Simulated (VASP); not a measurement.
# Rb (Fm-3m) in VASP: further runs, part 2 of 2

VASP 6.6.1. The steps go on from the part before.

## Step 4: Single point, r2SCAN

Contents of INCAR:

```
SYSTEM = Rb
PREC = Accurate
ENCUT = 450
EDIFF = 1E-6
ISMEAR = 1
SIGMA = 0.2
LREAL = .FALSE.
LASPH = .TRUE.
NELM = 100
ALGO = Normal
ISIF = 2
LWAVE = .FALSE.
LCHARG = .FALSE.
METAGGA = R2SCAN
LMIXTAU = .TRUE.
ADDGRID = .FALSE.
```

Contents of KPOINTS:

```
regular mesh
0
G
  5 5 5
  0 0 0
```

Contents of POSCAR:

```
Rb
1.0
    0.0000000000      3.6398846700      3.6398846700
    3.6398846700      0.0000000000      3.6398846700
    3.6398846700      3.6398846700      0.0000000000
Rb
1
Direct
    0.0000000000      0.0000000000      0.0000000000
```

Potentials or basis: VASP PAW PBE potentials, release 64 (Rb_sv).

Started as:

```
$ cat potpaw_PBE.64/Rb_sv/POTCAR > POTCAR
$ mpirun -np 1 vasp_std > vasp.out
```

OUTCAR:

```text
SYSTEM = Rb
   PREC = Accurate
   ENCUT = 450
   EDIFF = 1E-6
   ISMEAR = 1
   LREAL = .FALSE.
   LASPH = .TRUE.
   NELM = 100
   ISIF = 2
   METAGGA = R2SCAN

 Found     10 irreducible k-points:

 Following reciprocal coordinates:
            Coordinates               Weight
  0.000000  0.000000  0.000000      1.000000
  0.200000  0.000000  0.000000      8.000000
  0.400000  0.000000  0.000000      8.000000
  0.200000  0.200000  0.000000      6.000000
  0.400000  0.200000  0.000000     24.000000
 -0.400000  0.200000  0.000000     24.000000
   k-points           NKPTS =     10   k-points in BZ     NKDIM =     10   number of bands    NBANDS=      8
   number of dos      NEDOS =    301   number of ions     NIONS =      1
   total plane-waves  NPLWV =  46656
   dimension x,y,z NGX =    36 NGY =   36 NGZ =   36
   dimension x,y,z NGXF=    72 NGYF=   72 NGZF=   72
   ions per type =               1
   NGX,Y,Z   is equivalent  to a cutoff of  11.63, 11.63, 11.63 a.u.
   NGXF,Y,Z  is equivalent  to a cutoff of  23.25, 23.25, 23.25 a.u.
 SYSTEM =  Rb
   PREC   = accura    normal or accurate (medium, high low for compatibility)
   ISTART =      0    job   : 0-new  1-cont  2-samecut
   ICHARG =      2    charge: 1-file 2-atom 10-const
   ISPIN  =      1    spin polarized calculation?
   LNONCOLLINEAR =      F non collinear calculations
   LSORBIT =      F    spin-orbit coupling
   LASPH  =      T    aspherical Exc in radial PAW
   ENCUT  =  450.0 eV  33.07 Ry    5.75 a.u.   8.90  8.90  8.90*2*pi/ulx,y,z
   NELM   =    100;   NELMIN=  2; NELMDL= -5     # of ELM steps
   EDIFF  = 0.1E-05   stopping-criterion for ELM
   LREAL  =      F    real-space projection
   EDIFFG = 0.1E-04   stopping-criterion for IOM
   NSW    =      0    number of steps for IOM
   IBRION =     -1    ionic relax: 0-MD 1-quasi-New 2-CG
   NFREE  =      0    steps in history (QN), initial steepest desc. (CG)
   ISIF   =      2    stress and relaxation
   ISYM   =      2    0-nonsym 1-usesym 2-fastsym
   POTIM  = 0.5000    time-step for ionic-motion
   TEBEG  =    0.0;   TEEND  =   0.0 temperature during run
   PSTRESS=    0.0 pullay stress
   NELECT =       9.0000    total number of electrons
   NUPDOWN=      -1.0000    fix difference up-down
   EMIN   =  10.00;   EMAX   =-10.00  energy-range for DOS
   EFERMI =   0.00;   METHOD = LEGACY
   ISMEAR =     1;   SIGMA  =   0.20  broadening in eV -4-tet -1-fermi 0-gaus
   EFERMI_NEDOS =   21; number of points for ismear=-14 and -15
   IALGO  =     38    algorithm
   IMIX   =      4    mixing-type and parameters
     AMIX     =   0.40;   BMIX     =  1.00
     AMIX_MAG =   1.60;   BMIX_MAG =  1.00
  volume/ion in A,a.u.               =      96.45       650.86
  Fermi-wavevector in a.u.,A,eV,Ry     =   0.742548  1.403213  7.501953  0.551378
  Thomas-Fermi vector in A             =   1.837453
   LORBIT       =      0    0 simple, 1 ext, 2 COOP (PROOUT), +10 PAW based schemes
   METAGGA = R2SCAN    functional components
   LHFCALC =     F    Hartree Fock is set to
   AEXX    =    0.0000 exact exchange contribution
   IVDW    =     0    specifies the selected vdW correction
   LEPSILON=     F    determine dielectric tensor
   LRPA    =     F    only Hartree local field effects (RPA)
 non-spin polarized calculation
 Methfessel and Paxton  Order N= 1 SIGMA  =   0.20
  energy-cutoff  :      450.00
  volume of cell :       96.45
 maximum number of plane-waves:      2107
   NGX = 17   NGY = 17   NGZ = 17

 number of electron       9.0000000 magnetization

 Free energy of the ion-electron system (eV)
  ---------------------------------------------------
  ext. energy  EPLUGINS =         0.00000000
  ---------------------------------------------------
  free energy    TOTEN  =       -13.94599834 eV

  energy without entropy =      -13.94880896  energy(sigma->0) =      -13.94693521

 E-fermi :   0.0657     XC(G=0):  -5.5829

 val. band max:        0.0140511766   @ k =   0.4000   0.4000   0.0000
 cond. band min:       0.3757576799   @ k =  -0.4000   0.2000   0.0000
 fundamental gap:      0.3617065033
 Fermi energy:         0.0656810119

 k-point     1 :       0.0000    0.0000    0.0000
  band No.  band energies     occupation
      1     -30.1651      2.00000
      2     -13.6593      2.00000
      3     -13.6593      2.00000
      4     -13.6593      2.00000
      5      -2.0787      2.00000
      6       3.8959     -0.00000
      7       3.8959     -0.00000
      8       3.8959     -0.00000
[... 45 lines left out ...]
 k-point     6 :      -0.4000    0.2000    0.0000
  band No.  band energies     occupation
      1     -30.1615      2.00000
      2     -13.7287      2.00000
      3     -13.6899      2.00000
      4     -13.6741      2.00000
      5       0.3758     -0.05072
      6       0.8970     -0.00000
      7       2.5750     -0.00000
      8       3.8889     -0.00000

 [... further k-points ...]

------------------------ aborting loop because EDIFF is reached ----------------------------------------

  FORCE on cell =-STRESS in cart. coord.  units (eV):
  Direction    XX          YY          ZZ          XY          YZ          ZX
  --------------------------------------------------------------------------------------
  -------------------------------------------------------------------------------------
  Total       -0.0409764     -0.0409764     -0.0409764      0.0000000      0.0000000      0.0000000
  in kB       -0.6806933     -0.6806933     -0.6806933      0.0000000      0.0000000      0.0000000
  external PRESSURE =      -0.6806933 kB  Pullay stress =       0.0000000 kB

 VOLUME and BASIS-vectors are now :
 -----------------------------------------------------------------------------
  energy-cutoff  :      450.00
  volume of cell :       96.45
      direct lattice vectors                 reciprocal lattice vectors
     0.000000000  3.639884670  3.639884670    -0.137366990  0.137366990  0.137366990
     3.639884670  0.000000000  3.639884670     0.137366990 -0.137366990  0.137366990
     3.639884670  3.639884670  0.000000000     0.137366990  0.137366990 -0.137366990

 POSITION                                       TOTAL-FORCE (eV/Angst)
 -----------------------------------------------------------------------------------
      0.00000      0.00000      0.00000        -0.000000     -0.000000     -0.000000
 -----------------------------------------------------------------------------------
    total drift:                               -0.000000      0.000000      0.000000

  FREE ENERGIE OF THE ION-ELECTRON SYSTEM (eV)
  ---------------------------------------------------
  free  energy   TOTEN  =       -13.9459983363 eV

  energy  without entropy=      -13.9488089643  energy(sigma->0) =      -13.94693521
```

OSZICAR:

```text
N       E                     dE             d eps       ncg     rms          rms(c)
DAV:   1     0.288890377475E+02    0.28889E+02   -0.30329E+03   160   0.733E+02
DAV:   2    -0.143154538166E+02   -0.43204E+02   -0.40777E+02   176   0.142E+02
DAV:   3    -0.170088720542E+02   -0.26934E+01   -0.26945E+01   248   0.404E+01
[... 21 lines left out ...]
DAV:  25    -0.139460033592E+02   -0.29284E-04   -0.14990E-05   160   0.606E-02    0.576E-03
DAV:  26    -0.139460159698E+02   -0.12611E-04   -0.14179E-05   160   0.466E-02    0.388E-03
DAV:  27    -0.139459958200E+02    0.20150E-04   -0.38445E-05   160   0.597E-02    0.196E-03
DAV:  28    -0.139459976842E+02   -0.18642E-05   -0.27276E-06   176   0.227E-02    0.123E-03
DAV:  29    -0.139459983363E+02   -0.65208E-06   -0.43809E-07   192   0.672E-03
   1 F= -.13945998E+02 E0= -.13946935E+02  d E =0.281063E-02
```

Run time: 29 s. Hardware: 1 thread of Intel Xeon 6975P-C (Granite Rapids), shared host; peak memory 0.21 GiB.

These settings aren't checked as converged: the numbers below hold their error.

Results:

| Property | Result |
| --- | --- |
| Free energy | -13.9460 eV |
| Pressure | -0.1 GPa |
| Band gap on the k mesh | none (metal or under the smearing width) |

Caveat: the PAW data sets were made with another functional, which shifts forces and pressure a little.

## Step 5: Single point, r2SCAN

INCAR is that of step 4.

KPOINTS is that of step 4.

Contents of POSCAR:

```
Rb
1.0
    0.0790870000      3.6559800000      3.6130310000
    3.6559400000      0.0406780000      3.6514400000
    3.6810400000      3.7194890000      0.0155780000
Rb
1
Direct
   -0.0191540000      0.0033960000      0.0084760000
```

Started as:

```
$ cat potpaw_PBE.64/Rb_sv/POTCAR > POTCAR
$ mpirun -np 1 vasp_std > vasp.out
```

Run time: 2.3 min. Hardware: 1 thread of Intel Xeon 6975P-C (Granite Rapids), shared host; peak memory 0.23 GiB.

These settings aren't checked as converged: the numbers below hold their error.

What came out:

```
Free energy            : -13.9449 eV
Pressure               : -0.1 GPa
Band gap on the k mesh : none (metal or under the smearing width)
```

Caveat: the PAW data sets were made with another functional, which shifts forces and pressure a little.

## Step 6: Single point, r2SCAN

INCAR: that of step 5 with these lines changed.

```diff
@@ -5,3 +5,3 @@
 ISMEAR = 1
-SIGMA = 0.2
+SIGMA = 0.4
 LREAL = .FALSE.
```

KPOINTS is that of step 5.

Contents of POSCAR:

```
Rb
1.0
    0.0000000000      3.6398846700      3.6398846700
    3.6398846700      0.0000000000      3.6398846700
    3.6398846700      3.6398846700      0.0000000000
Rb
1
Direct
    0.0000000000      0.0000000000      0.0000000000
```

Potentials or basis: VASP PAW PBE potentials, release 64 (Rb_sv).

Started as:

```
$ cat potpaw_PBE.64/Rb_sv/POTCAR > POTCAR
$ mpirun -np 1 vasp_std > vasp.out
```

Wall time 27 s (1 thread of Intel Xeon 6975P-C (Granite Rapids), shared host); peak memory 0.2 GiB.

The run converged, but some of its settings lie outside the range that counts as converged, so its numbers aren't taken as properties of the crystal.

Results:

```
Free energy            : -13.9382 eV
Pressure               : -0.1 GPa
Band gap on the k mesh : none (metal or under the smearing width)
```

Caveat: the PAW data sets were made with another functional, which shifts forces and pressure a little.
